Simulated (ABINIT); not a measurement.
Crystal: Si2W.

```
W Si
1.0
     4.61685    0.00000    0.00000
    -2.30843    3.99831    0.00000
     0.00000    0.00000    6.65322
W Si
3 6
Direct
  0.50000 0.00000 0.50000
  0.50000 0.50000 0.83333
  0.00000 0.50000 0.16667
  0.32725 0.16363 0.16667
  0.83637 0.16363 0.83333
  0.16363 0.32725 0.50000
  0.67275 0.83637 0.16667
  0.16363 0.83637 0.83333
  0.83637 0.67275 0.50000
```

Measurements of this composition are mostly on another form, of space group No. 139.

Base run:

| Property | Result |
| --- | --- |
| Program | ABINIT 10.8.3 (patched build) |
| Functional | LDA |
| Potentials or basis | JTH PAW LDA v2.0 |
| Cutoff | 435 eV |
| k mesh | 7 × 7 × 4 |
| Occupations | fermi-dirac, width 0.05 eV |
| Spin | no spin polarisation |

Its results: pressure -9.5 GPa; largest force 0.056 eV/Å.

Task: The run is repeated on the same cell with these changes: functional from LDA to PBEsol; potentials or basis from JTH PAW LDA v2.0 to JTH PAW PBE v2.0. What comes out?

Result: Pressure -5.8 GPa; largest force 0.033 eV/Å.

Caveats: the PAW data sets were made with another functional, which shifts forces and pressure a little (some runs).
